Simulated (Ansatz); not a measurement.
The system is S.

```
CELL_PARAMETERS angstrom
5.67805 0.00000 0.00000
0.00000 5.67805 0.00000
0.00000 0.00000 2.94962
ATOMIC_POSITIONS crystal
S 0.61661 0.38339 0.00000
S 0.38339 0.61661 0.00000
S 0.11661 0.11661 0.50000
S 0.88339 0.88339 0.50000
```

This isn't the form of S at room conditions, which is orthorhombic, of S8 rings.

```yaml
Program: Ansatz 0.2.0
Task: single point
Functional: PBE
Potentials_or_basis: Ansatz PAW
Cutoff: "420 eV (not typed: the program's choice for these potentials)"
k_mesh: 5 × 5 × 9
Occupations: fermi-dirac, width 0.05 eV
Spin: no spin polarisation
```

On this cell: pressure 2.6 GPa; largest force 0.856 eV/Å; band gap on the k mesh none (metal or under the smearing width).

The same run follows on a disturbed copy (atoms moved at random, drawn with an rms of 0.05 Å):

```
S
1.0
     5.67805    0.00000    0.00000
     0.00000    5.67805    0.00000
     0.00000    0.00000    2.94962
S
4
Cartesian
  3.5211 2.1246 0.0212
  2.1597 3.5509 -0.0247
  0.6619 0.6451 1.4456
  5.0310 5.0401 1.5082
```

Question: What does the disturbed cell give?

Answer: The energy (extrapolated to zero smearing) moves by +29.9 meV/atom; pressure 1.4 GPa; largest force 2.233 eV/Å; band gap on the k mesh none (metal or under the smearing width).

Forces on the atoms (eV/Å):
```
S   -1.135  1.242 -0.122
S    1.140 -1.238  0.121
S    1.567  1.580  0.084
S   -1.572 -1.584 -0.082
```

Stress tensor (GPa, compression positive):
```
 1.76  6.07 -0.10
 6.07  1.33  0.56
-0.10  0.56  1.09
```
